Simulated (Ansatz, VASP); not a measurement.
## AlN: VASP beside Ansatz

```
CELL_PARAMETERS angstrom
3.05770 0.00000 0.00000
-1.52885 2.64805 0.00000
0.00000 0.00000 5.14130
ATOMIC_POSITIONS crystal
Al 0.33333 0.66667 0.00551
Al 0.66667 0.33333 0.50551
N 0.33333 0.66667 0.37949
N 0.66667 0.33333 0.87949
```

Alike in both runs: functional LDA; k mesh 9 × 9 × 6; occupations gaussian, width 0.05 eV; no spin polarisation.

Ansatz relaxed the structure, and its values are those at the end. VASP's run is a single point on that final structure, the one shown.

```csv
,VASP,Ansatz
version,VASP 6.6.1,Ansatz 0.2.0
potentials or method,"VASP PAW LDA potentials, release 64 (Al, N)","scalar-relativistic, plane waves, PAW"
plane-wave cutoff (eV),520,520
valence electrons in the cell,16,16
```

VASP gave:

| Property | Result |
| --- | --- |
| gap on the k mesh at the Fermi level (eV) | 4.24 |
| least direct gap on the mesh (eV) | 4.24 |
| pressure (GPa) | -2.8 |
| rms of the force components (eV/Å) | 0.005 |

**Question.** What did Ansatz give for the same quantities?

**Answer.** gap on the k mesh at the Fermi level (eV): 4.23; least direct gap on the mesh (eV): 4.23; pressure (GPa): -3.4; rms of the force components (eV/Å): 0.000.

Ansatz warned: «pseudo_functional_mismatch».

Caveats: an odd mesh through Γ misses points on the zone boundary, where band edges often lie. As with any semilocal functional, this LDA gap is likely too small.
